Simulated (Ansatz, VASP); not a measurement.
# Nb: VASP beside Ansatz

```
CELL_PARAMETERS angstrom
-1.65552 1.65552 1.65552
1.65552 -1.65552 1.65552
1.65552 1.65552 -1.65552
ATOMIC_POSITIONS crystal
Nb 0.00000 0.00000 0.00000
```

Alike in both runs: functional PBE; k mesh 18 × 18 × 18; occupations methfessel-paxton of order 1, width 0.1 eV; no spin polarisation.

Ansatz relaxed the structure, and its values are those at the end. VASP's run is a single point on that final structure, the one shown.

|  | VASP | Ansatz |
| --- | --- | --- |
| version | VASP 6.6.1 | Ansatz 0.2.0 |
| potentials or method | VASP PAW PBE potentials, release 64 (Nb_sv) | scalar-relativistic, plane waves, PAW |
| plane-wave cutoff (eV) | 520 | 420 |
| valence electrons in the cell | 13 | 13 |

VASP gave:

```
gap on the k mesh at the Fermi level (eV) : none
pressure (GPa)                            : -0.4
```

Which values does Ansatz return?

gap on the k mesh at the Fermi level (eV): none; pressure (GPa): 0.0.

A gap of «none» marks a metal or a gap that the smearing closes. With one functional, cell and mesh, what is left measures potentials, basis and numerics.
